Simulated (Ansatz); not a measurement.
Response of KCl to small distortions

```yaml
crystal:
  lattice:
    - [0.00000, 3.15610, 3.15610]
    - [3.15610, 0.00000, 3.15610]
    - [3.15610, 3.15610, 0.00000]
  atoms:
    - { symbol: K, position: [0.00000, 0.00000, 0.00000] }
    - { symbol: Cl, position: [0.50000, 0.50000, 0.50000] }
```

Atoms are numbered in the order listed.

Structure: COD 9003114, as refined from experiment and not relaxed.

Theory: DFT, LDA, all-electron PAW with datasets made for the crystal, scalar-relativistic (Ansatz 0.2.0).

Settings: a Γ-centred 7×7×7 k mesh, Fermi–Dirac smearing of 0.03 eV, cutoff 220 eV (chosen by the program for this cell), no spin polarisation.

The unchanged cell is at -2.08 GPa.

Semilocal functionals give too small gaps.

x, y and z are the Cartesian axes of the cell as listed; fractional coordinates follow a strain, and an engineering shear is twice the off-diagonal strain component.

Vzz stands for the principal value of largest size of the field-gradient tensor, whatever its axis.

Task: One change gave: energy change under 1 meV/atom; stress change (xx, yy, zz, yz, xz, xy) 0.00, 0.00, 0.00, 0.07, 0.07, 0.07 GPa, compression positive; Vzz in 10²¹ V/m²: K1 0 → 0.11 (η = 0.00), Cl2 0 → -0.14 (η = 0.00); gap on the k mesh 4.71 → 4.69 eV. Which change was it?
A. equal xy, yz and zx engineering shear strains of -1 %
B. equal xy, yz and zx engineering shear strains of +2 %
C. equal xy, yz and zx engineering shear strains of -3 %

Result: A. For equal xy, yz and zx engineering shear strains of -3 %: energy change +2 meV/atom; stress change (xx, yy, zz, yz, xz, xy) -0.01, -0.01, -0.01, 0.21, 0.21, 0.21 GPa, compression positive; Vzz in 10²¹ V/m²: K1 0 → 0.31 (η = 0.00), Cl2 0 → -0.41 (η = 0.00); gap on the k mesh 4.71 → 4.65 eV. For equal xy, yz and zx engineering shear strains of +2 %: energy change under 1 meV/atom; stress change (xx, yy, zz, yz, xz, xy) 0.00, 0.00, 0.00, -0.15, -0.15, -0.15 GPa, compression positive; Vzz in 10²¹ V/m²: K1 0 → -0.22 (η = 0.00), Cl2 0 → 0.31 (η = 0.00); gap on the k mesh 4.71 → 4.69 eV.
